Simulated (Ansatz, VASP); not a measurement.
One calculation of MgB2, two programs

```
CELL_PARAMETERS angstrom
3.08500 0.00000 0.00000
-1.54250 2.67169 0.00000
0.00000 0.00000 3.52300
ATOMIC_POSITIONS crystal
Mg 0.00000 0.00000 0.00000
B 0.33333 0.66667 0.50000
B 0.66667 0.33333 0.50000
```

Alike in both runs: task single point; functional LDA; k mesh 15 × 15 × 12; occupations fermi-dirac, width 0.05 eV; no spin polarisation.

```csv
,VASP,Ansatz
version,VASP 6.6.1,Ansatz 0.2.0
potentials or method,"VASP PAW LDA potentials, release 64 (Mg, B), cutoff 520 eV","all-electron LAPW, scalar-relativistic"
```

```tsv
	VASP	Ansatz	Ansatz less VASP
pressure (GPa)	-8.2	-7.6	+0.59
largest component of the traceless stress (GPa)	1.60	1.73	+0.124
```

Ansatz ran all-electron here, so the differences hold the error of VASP's frozen core and of both bases.
